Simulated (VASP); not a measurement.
# Ca (Immm) in VASP: further runs, part 2 of 2

VASP 6.6.1. The steps go on from the part before.

### Step 3. Single point, PBE

This run uses another cell than the first one, of the same volume but with other edges.

Input file INCAR:

```
PREC     = Accurate       # precision mode
ENCUT    = 350            # plane-wave cutoff, eV
EDIFF    = 1E-6           # SCF threshold, eV
ISMEAR   = 1              # smearing method
SIGMA    = 0.1            # smearing width, eV
LREAL    = False          # projectors in reciprocal space
LASPH    = True           # aspherical terms in the spheres
NELM     = 100            # most SCF steps
ALGO     = Normal         # electronic algorithm
ISIF     = 2              # what is computed and relaxed
LWAVE    = False          # write WAVECAR
LCHARG   = False          # write CHGCAR
GGA      = PE             # functional
ADDGRID  = False
```

Input file KPOINTS:

```
Automatic mesh
0
Gamma
  12 12 12
```

Input file POSCAR:

```
Ca
1.0
   -2.1296130000      2.1366080000      2.5183870000
    2.0452440000     -2.1127450000      2.4255450000
    2.0940060000      2.0772270000     -2.4978770000
Ca
1
Direct
    0.5036690000      0.4760610000     -0.0172770000
```

Potentials or basis: VASP PAW PBE potentials, release 64 (Ca_pv).

The run is started by

```console
$ cat potpaw_PBE.64/Ca_pv/POTCAR > POTCAR
$ mpirun -np 1 vasp_std > vasp.out
```

OUTCAR:

```text
PREC = Accurate
   ENCUT = 350
   EDIFF = 1E-6
   ISMEAR = 1
   LREAL = False
   LASPH = True
   NELM = 100
   ISIF = 2
   GGA = PE

 Found    868 irreducible k-points:

 Following reciprocal coordinates:
            Coordinates               Weight
  0.000000  0.000000  0.000000      1.000000
  0.083333  0.000000  0.000000      2.000000
  0.166667 -0.000000  0.000000      2.000000
  0.250000 -0.000000  0.000000      2.000000
  0.333333 -0.000000  0.000000      2.000000
  0.416667  0.000000  0.000000      2.000000
   k-points           NKPTS =    868   k-points in BZ     NKDIM =    868   number of bands    NBANDS=      8
   number of dos      NEDOS =    301   number of ions     NIONS =      1
   total plane-waves  NPLWV =  13824
   dimension x,y,z NGX =    24 NGY =   24 NGZ =   24
   dimension x,y,z NGXF=    48 NGYF=   48 NGZF=   48
   ions per type =               1
   NGX,Y,Z   is equivalent  to a cutoff of  10.15, 10.47, 10.32 a.u.
   NGXF,Y,Z  is equivalent  to a cutoff of  20.31, 20.93, 20.65 a.u.
 SYSTEM =  unknown system
   PREC   = accura    normal or accurate (medium, high low for compatibility)
   ISTART =      0    job   : 0-new  1-cont  2-samecut
   ICHARG =      2    charge: 1-file 2-atom 10-const
   ISPIN  =      1    spin polarized calculation?
   LNONCOLLINEAR =      F non collinear calculations
   LSORBIT =      F    spin-orbit coupling
   LASPH  =      T    aspherical Exc in radial PAW
   ENCUT  =  350.0 eV  25.72 Ry    5.07 a.u.   5.99  5.81  5.90*2*pi/ulx,y,z
   NELM   =    100;   NELMIN=  2; NELMDL= -5     # of ELM steps
   EDIFF  = 0.1E-05   stopping-criterion for ELM
   LREAL  =      F    real-space projection
[... 7 lines left out ...]
   TEBEG  =    0.0;   TEEND  =   0.0 temperature during run
   PSTRESS=    0.0 pullay stress
   NELECT =       8.0000    total number of electrons
   NUPDOWN=      -1.0000    fix difference up-down
   EMIN   =  10.00;   EMAX   =-10.00  energy-range for DOS
   EFERMI =   0.00;   METHOD = LEGACY
   ISMEAR =     1;   SIGMA  =   0.10  broadening in eV -4-tet -1-fermi 0-gaus
   EFERMI_NEDOS =   21; number of points for ismear=-14 and -15
   IALGO  =     38    algorithm
   IMIX   =      4    mixing-type and parameters
     AMIX     =   0.40;   BMIX     =  1.00
     AMIX_MAG =   1.60;   BMIX_MAG =  1.00
  volume/ion in A,a.u.               =      43.10       290.85
  Fermi-wavevector in a.u.,A,eV,Ry     =   0.933859  1.764737 11.865531  0.872092
  Thomas-Fermi vector in A             =   2.060604
   LORBIT       =      0    0 simple, 1 ext, 2 COOP (PROOUT), +10 PAW based schemes
   GGA     = PE    functional components
   LHFCALC =     F    Hartree Fock is set to
   AEXX    =    0.0000 exact exchange contribution
   IVDW    =     0    specifies the selected vdW correction
   LEPSILON=     F    determine dielectric tensor
   LRPA    =     F    only Hartree local field effects (RPA)
 non-spin polarized calculation
 Methfessel and Paxton  Order N= 1 SIGMA  =   0.10
  energy-cutoff  :      350.00
  volume of cell :       43.10
 maximum number of plane-waves:       658
   NGX = 11   NGY = 11   NGZ = 11

 number of electron       7.9999998 magnetization

 Free energy of the ion-electron system (eV)
  ---------------------------------------------------
  ext. energy  EPLUGINS =         0.00000000
  ---------------------------------------------------
  free energy    TOTEN  =        -1.90579402 eV

  energy without entropy =       -1.90513139  energy(sigma->0) =       -1.90557314

 E-fermi :   2.1374     XC(G=0):  -7.6331

 val. band max:        2.1353034970   @ k =   0.3333   0.2500   0.0833
 cond. band min:       2.1374422330   @ k =   0.0833   0.3333   0.2500
 fundamental gap:      0.0021387359
 Fermi energy:         2.1373553493

 k-point     1 :       0.0000    0.0000    0.0000
  band No.  band energies     occupation
      1     -20.8691      2.00000
      2     -20.8631      2.00000
      3     -20.8518      2.00000
      4      -1.8717      2.00000
      5       4.2176      0.00000
      6       4.3443      0.00000
      7       4.9496      0.00000
      8       4.9789      0.00000

 k-point     2 :       0.0833    0.0000    0.0000
  band No.  band energies     occupation
      1     -20.8720      2.00000
      2     -20.8683      2.00000
      3     -20.8547      2.00000
      4      -1.7560      2.00000
      5       4.1719      0.00000
      6       4.3563      0.00000
      7       4.9356      0.00000
      8       4.9584      0.00000

 k-point     3 :       0.1667   -0.0000    0.0000
  band No.  band energies     occupation
      1     -20.8924      2.00000
      2     -20.8756      2.00000
      3     -20.8569      2.00000
      4      -1.4165      2.00000
      5       3.9477     -0.00000
      6       4.3316      0.00000
      7       4.9155      0.00000
      8       5.0600      0.00000

 k-point     4 :       0.2500   -0.0000    0.0000
  band No.  band energies     occupation
      1     -20.9244      2.00000
      2     -20.8831      2.00000
      3     -20.8578      2.00000
      4      -0.8762      2.00000
      5       3.5252     -0.00000
      6       4.2054      0.00000
      7       4.9475      0.00000
      8       5.3581      0.00000

 k-point     5 :       0.3333   -0.0000    0.0000
  band No.  band energies     occupation
      1     -20.9566      2.00000
      2     -20.8906      2.00000
      3     -20.8584      2.00000
      4      -0.1784      2.00000
      5       2.9896     -0.00000
      6       4.0499     -0.00000
      7       4.9380      0.00000
      8       5.6758      0.00000

 k-point     6 :       0.4167    0.0000    0.0000
  band No.  band energies     occupation
      1     -20.9801      2.00000
      2     -20.8960      2.00000
      3     -20.8587      2.00000
      4       0.5962      2.00000
      5       2.3802     -0.00317
      6       3.9341     -0.00000
      7       4.8850      0.00000
      8       5.7985      0.00000

 [... further k-points ...]
[... 5 lines left out ...]
  --------------------------------------------------------------------------------------
  -------------------------------------------------------------------------------------
  Total       -0.1312538     -0.1631405     -0.0403043      0.0422336     -0.0301209      0.0983374
  in kB       -4.8792309     -6.0645868     -1.4982721      1.5699944     -1.1197155      3.6555969
  external PRESSURE =      -4.1473633 kB  Pullay stress =       0.0000000 kB

 VOLUME and BASIS-vectors are now :
 -----------------------------------------------------------------------------
  energy-cutoff  :      350.00
  volume of cell :       43.10
      direct lattice vectors                 reciprocal lattice vectors
    -2.129613000  2.136608000  2.518387000     0.005544617  0.236380961  0.201221828
     2.045244000 -2.112745000  2.425545000     0.245206417  0.001067158  0.206447491
     2.094006000  2.077227000 -2.497877000     0.243696023  0.239358134  0.003003396

 POSITION                                       TOTAL-FORCE (eV/Angst)
 -----------------------------------------------------------------------------------
      1.95887      2.11169     -0.03158         0.000000     -0.000000      0.000000
 -----------------------------------------------------------------------------------
    total drift:                                0.000011      0.000008      0.000004

  FREE ENERGIE OF THE ION-ELECTRON SYSTEM (eV)
  ---------------------------------------------------
  free  energy   TOTEN  =        -1.9057940169 eV

  energy  without entropy=       -1.9051313920  energy(sigma->0) =       -1.90557314
```

Run time: 45 s. Hardware: 1 thread of Intel Xeon Platinum 8488C (Sapphire Rapids), shared host; peak memory 0.29 GiB.

The run converged, but some of its settings lie outside the range that counts as converged, so its numbers aren't taken as properties of the crystal.

Results:

| Item | Value |
| --- | --- |
| Free energy | -1.9058 eV |
| Pressure | -0.4 GPa |
| Band gap on the k mesh | none (metal or under the smearing width) |

### Step 4. Single point, PBE

Edit INCAR of step 3 so:

```diff
@@ -1,3 +1,3 @@
 PREC     = Accurate       # precision mode
-ENCUT    = 350            # plane-wave cutoff, eV
+ENCUT    = 400            # plane-wave cutoff, eV
 EDIFF    = 1E-6           # SCF threshold, eV
```

KPOINTS is that of step 3.

Input file POSCAR:

```
Ca
1.0
   -2.0964874600      2.1017318100      2.4453524600
    2.0964874600     -2.1017318100      2.4453524600
    2.0964874600      2.1017318100     -2.4453524600
Ca
1
Direct
    0.5000000000      0.5000000000      0.0000000000
```

The run is started by

```console
$ cat potpaw_PBE.64/Ca_pv/POTCAR > POTCAR
$ mpirun -np 1 vasp_std > vasp.out
```

Wall time 30 s (1 thread of Intel Xeon Platinum 8488C (Sapphire Rapids), shared host); peak memory 0.21 GiB.

The run converged, but some of its settings lie outside the range that counts as converged, so its numbers aren't taken as properties of the crystal.

What came out:

* Free energy: -1.9070 eV
* Pressure: -0.4 GPa
* Band gap on the k mesh: none (metal or under the smearing width)

### Step 5. Single point, PBE

This run uses another cell than the first one, of the same volume but with other edges.

INCAR is that of step 4.

KPOINTS is that of step 4.

Input file POSCAR:

```
Ca
1.0
   -2.1296130000      2.1366080000      2.5183870000
    2.0452440000     -2.1127450000      2.4255450000
    2.0940060000      2.0772270000     -2.4978770000
Ca
1
Direct
    0.5036690000      0.4760610000     -0.0172770000
```

Potentials or basis: VASP PAW PBE potentials, release 64 (Ca_pv).

The run is started by

```console
$ cat potpaw_PBE.64/Ca_pv/POTCAR > POTCAR
$ mpirun -np 1 vasp_std > vasp.out
```

OUTCAR:

```text
PREC = Accurate
   ENCUT = 400
   EDIFF = 1E-6
   ISMEAR = 1
   LREAL = False
   LASPH = True
   NELM = 100
   ISIF = 2
   GGA = PE

 Found    868 irreducible k-points:

 Following reciprocal coordinates:
            Coordinates               Weight
  0.000000  0.000000  0.000000      1.000000
  0.083333  0.000000  0.000000      2.000000
  0.166667 -0.000000  0.000000      2.000000
  0.250000 -0.000000  0.000000      2.000000
  0.333333 -0.000000  0.000000      2.000000
  0.416667  0.000000  0.000000      2.000000
   k-points           NKPTS =    868   k-points in BZ     NKDIM =    868   number of bands    NBANDS=      8
   number of dos      NEDOS =    301   number of ions     NIONS =      1
[... 135 lines left out ...]
      6       3.9340     -0.00000
      7       4.8849      0.00000
      8       5.7984      0.00000

 [... further k-points ...]
[... 5 lines left out ...]
  --------------------------------------------------------------------------------------
  -------------------------------------------------------------------------------------
  Total       -0.1304894     -0.1623388     -0.0395733      0.0421950     -0.0301067      0.0983011
  in kB       -4.8508150     -6.0347844     -1.4710985      1.5685587     -1.1191888      3.6542472
  external PRESSURE =      -4.1188993 kB  Pullay stress =       0.0000000 kB

 VOLUME and BASIS-vectors are now :
 -----------------------------------------------------------------------------
  energy-cutoff  :      400.00
  volume of cell :       43.10
      direct lattice vectors                 reciprocal lattice vectors
    -2.129613000  2.136608000  2.518387000     0.005544617  0.236380961  0.201221828
     2.045244000 -2.112745000  2.425545000     0.245206417  0.001067158  0.206447491
     2.094006000  2.077227000 -2.497877000     0.243696023  0.239358134  0.003003396

 POSITION                                       TOTAL-FORCE (eV/Angst)
 -----------------------------------------------------------------------------------
      1.95887      2.11169     -0.03158        -0.000000     -0.000000      0.000000
 -----------------------------------------------------------------------------------
    total drift:                               -0.000001      0.000007      0.000008

  FREE ENERGIE OF THE ION-ELECTRON SYSTEM (eV)
  ---------------------------------------------------
  free  energy   TOTEN  =        -1.9058697556 eV

  energy  without entropy=       -1.9052071222  energy(sigma->0) =       -1.90564888
```

OSZICAR:

```text
N       E                     dE             d eps       ncg     rms          rms(c)
DAV:   1     0.160611608579E+02    0.16061E+02   -0.36417E+03 13888   0.110E+03
DAV:   2    -0.112257275959E+01   -0.17184E+02   -0.17164E+02 14616   0.117E+02
DAV:   3    -0.188846129338E+01   -0.76589E+00   -0.76484E+00 22624   0.321E+01
DAV:   4    -0.189624179277E+01   -0.77805E-02   -0.77788E-02 18040   0.259E+00
DAV:   5    -0.189631561856E+01   -0.73826E-04   -0.73825E-04 23488   0.249E-01    0.745E-01
DAV:   6    -0.190162798314E+01   -0.53124E-02   -0.73508E-03 15856   0.174E+00    0.431E-01
DAV:   7    -0.190587120449E+01   -0.42432E-02   -0.85919E-03 16056   0.185E+00    0.519E-02
DAV:   8    -0.190585926580E+01    0.11939E-04   -0.43294E-04 18992   0.371E-01    0.901E-03
DAV:   9    -0.190586622612E+01   -0.69603E-05   -0.12776E-05 22752   0.343E-02    0.664E-03
DAV:  10    -0.190586970528E+01   -0.34792E-05   -0.25879E-06 17792   0.337E-02    0.839E-04
DAV:  11    -0.190586975563E+01   -0.50355E-07   -0.67357E-08  7960   0.467E-03
   1 F= -.19058698E+01 E0= -.19056489E+01  d E =-.662633E-03
```

Wall time 93 s (1 thread of Intel Xeon Platinum 8488C (Sapphire Rapids), shared host); peak memory 0.34 GiB.

These settings aren't checked as converged: the numbers below hold their error.

Results:

* Free energy: -1.9059 eV
* Pressure: -0.4 GPa
* Band gap on the k mesh: none (metal or under the smearing width)
